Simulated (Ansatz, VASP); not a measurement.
**Two plane-wave programs on Pt**

```
Pt
1.0
     0.00000    2.91467    2.91467
     2.91467    0.00000    2.91467
     2.91467    2.91467    0.00000
Pt
2
Direct
  0.12500 0.12500 0.12500
  0.87500 0.87500 0.87500
```

Alike in both runs: functional RPBE; k mesh 10 × 10 × 10; occupations fermi-dirac, width 0.1 eV; no spin polarisation.

Ansatz relaxed the structure, and its values are those at the end. VASP's run is a single point on that final structure, the one shown.

|  | VASP | Ansatz |
| --- | --- | --- |
| version | VASP 6.6.1 | Ansatz 0.2.0 |
| potentials or method | VASP PAW PBE potentials, release 64 (Pt) | plane waves (420 eV) with PAW, scalar-relativistic |
| plane-wave cutoff (eV) | 520 | 420 |
| valence electrons in the cell | 20 | 36 |

|  | VASP | Ansatz | Ansatz less VASP |
| --- | --- | --- | --- |
| pressure (GPa) | -0.3 | 0.0 | +0.34 |

The two sets of potentials don't hold the same shells in valence.

Caveats: the PAW data sets were made with another functional, which shifts forces and pressure a little (VASP). Spin-orbit coupling is left out, which matters for the levels of Pt.
